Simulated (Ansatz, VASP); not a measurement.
Sb: VASP beside Ansatz

Contents of INCAR:

```
PREC = Accurate
ENCUT = 520
EDIFF = 1E-7
ISMEAR = -1
SIGMA = 0.01
LREAL = F
LASPH = T
NELM = 150
ALGO = Normal
ISIF = 2
LWAVE = F
LCHARG = F
ISPIN = 2
MAGMOM = 1
LORBIT = 11
ISYM = 0
NBANDS = 12
```

File KPOINTS:

```
Automatic mesh
0
Gamma
  1 1 1
```

Contents of POSCAR:

```
Sb
1.0
   14.0000000000      0.0000000000      0.0000000000
    0.0000000000     14.4000000000      0.0000000000
    0.0000000000      0.0000000000     14.8000000000
Sb
1
Direct
    0.5000000000      0.5000000000      0.5000000000
```

Input for Ansatz:

```yaml
crystal:
  lattice:
    - [14.0, 0.0, 0.0]
    - [0.0, 14.4, 0.0]
    - [0.0, 0.0, 14.8]
  atoms:
    - { symbol: Sb, position: [0.5, 0.5, 0.5], spin: 1.0 }
  symmetry: { detect: false, time_reversal: true }
hamiltonian:
  xc: lda
  pseudopotentials:
    kind: paw
    azcp:
      Sb: "pseudopotentials/Sb.paw.azcp"
basis:
  ecutwfc: 420
  fft_grid_basis: typed
kpoints:
  mp_grid: { grid: [1, 1, 1], shift: [0, 0, 0] }
magnetization:
  spin_polarized: true
scf:
  occupations: { method: fermi_dirac, width: 0.01 }
```

The cell was built by a generator and needn't be a form met in nature.

Alike in both runs: task single point; functional LDA; k mesh 1 × 1 × 1; occupations fermi-dirac, width 0.01 eV; collinear spin.

|  | VASP | Ansatz |
| --- | --- | --- |
| version | VASP 6.6.1 | Ansatz 0.2.0 |
| potentials or method | VASP PAW LDA potentials, release 64 (Sb) | plane waves (420 eV) with PAW, scalar-relativistic |
| plane-wave cutoff (eV) | 520 | 420 |
| valence electrons in the cell | 5 | 15 |

```csv
,VASP,Ansatz,Ansatz less VASP
gap on the k mesh at the Fermi level (eV),1.51,1.57,+0.068
net moment per atom (μB),3.00,3.00,0.000
size of the moment on the site where the two differ most (μB),1.08,3.00,+1.919
```

Site moments also hang on the region over which each program counts them. The two sets of potentials don't hold the same shells in valence. Ansatz warned: «pseudo_functional_mismatch».

Caveats: spin-orbit coupling is left out, which moves the levels of the heavy elements.
